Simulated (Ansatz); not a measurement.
# BeTe: the crystal squeezed far

The task here is to estimate one member of a computed series from the others.

Computed with Ansatz 0.2.0 (DFT PBE, with the methods named in each step, unless a step's input says otherwise).

1 further run of the same task is left out (it didn't finish).

### The system as given

The structure is cubic, space group F-43m (No. 216). Conventional cell: a = 5.710 Å, b = 5.710 Å, c = 5.710 Å, α = 90.00°, β = 90.00°, γ = 90.00°. Be (site symmetry -43m) has 4 Te at 2.47 Å as nearest neighbours. Te (site symmetry -43m) has 4 Be at 2.47 Å as nearest neighbours.

As a file:

```cif
data_structure
_symmetry_space_group_name_H-M 'P 1'
_symmetry_Int_Tables_number 1
_cell_length_a 4.0373
_cell_length_b 4.0373
_cell_length_c 4.0373
_cell_angle_alpha 60.000
_cell_angle_beta 60.000
_cell_angle_gamma 60.000
_cell_volume 46.53
loop_
_atom_site_label
_atom_site_type_symbol
_atom_site_fract_x
_atom_site_fract_y
_atom_site_fract_z
_atom_site_occupancy
Be1 Be 0.00000 0.00000 0.00000 1
Te1 Te 0.25000 0.25000 0.25000 1
```

Whether this phase is the stable one at these pressures isn't tested.

Atoms are numbered in the order of the input: Be1, Te2.

Set-up of the first run:

File input.yaml:

```yaml
crystal:
  lattice:
    - [0.0, 2.8548360655, 2.8548360655]
    - [2.8548360655, 0.0, 2.8548360655]
    - [2.8548360655, 2.8548360655, 0.0]
  atoms:
    - { symbol: Be, position: [0.0, 0.0, 0.0] }
    - { symbol: Te, position: [0.25, 0.25, 0.25] }
kpoints:
  mp_grid: { grid: [13, 13, 13] }
scf:
  occupations: { method: fermi_dirac, width: 0.1 }
hamiltonian:
  xc: pbe
  pseudopotentials: { kind: paw }
output:
  forces: true
  stress: true
  write_density: true
  write_potential: true
  elf: true
  volumetric_format: npy
relax:
  f_tol: 0.005
  max_steps: 40
  cell: {}
```

Launch:

```bash
ansatz run input.yaml --threads 1 --pin off --max-ram 2048MiB --backend cpu --events-out ev --progress --plain --runs-dir out
```

Among the steps run: Cell relaxed at zero pressure, PAW; Volume scaled by 1, PAW; Volume scaled by 0.9, PAW; Volume scaled by 0.9, PAW (cutoff 250 eV); Volume scaled by 0.8, PAW; Volume scaled by 0.7, PAW; Volume scaled by 0.6, PAW; Volume scaled by 0.5, PAW; Volume scaled by 0.4, PAW; Volume scaled by 0.4, PAW (core large).

One of the session's tables, all rows but one given; the rest of the session is left out.

| method | volume over the first | volume (Å³/atom) | pressure (GPa) |
| --- | --- | --- | --- |
| PAW | 1 | 22.720 | -0.02 |
| PAW | 0.9 | 20.448 | 7.30 |
| PAW | 0.8 | 18.176 | 19.56 |
| PAW | 0.7 | ? | ? |
| PAW | 0.6 | 13.632 | 78.66 |
| PAW | 0.5 | 11.360 | 151.73 |
| PAW | 0.4 | 9.088 | 307.93 |
| PAW (core large) | 0.4 | 9.088 | 307.76 |
| PAW (cutoff 250 eV) | 0.9 | 20.448 | 7.34 |

Estimate the missing values for PAW, 0.7.

The run gave: volume (Å³/atom): 15.904; pressure (GPa): 40.66. In the column «volume (Å³/atom)» it lies between PAW, 0.6 (13.632) and PAW, 0.8 (18.176).

To keep in mind: Warnings in the runs' records: cutoff below recommended, datasets by core.
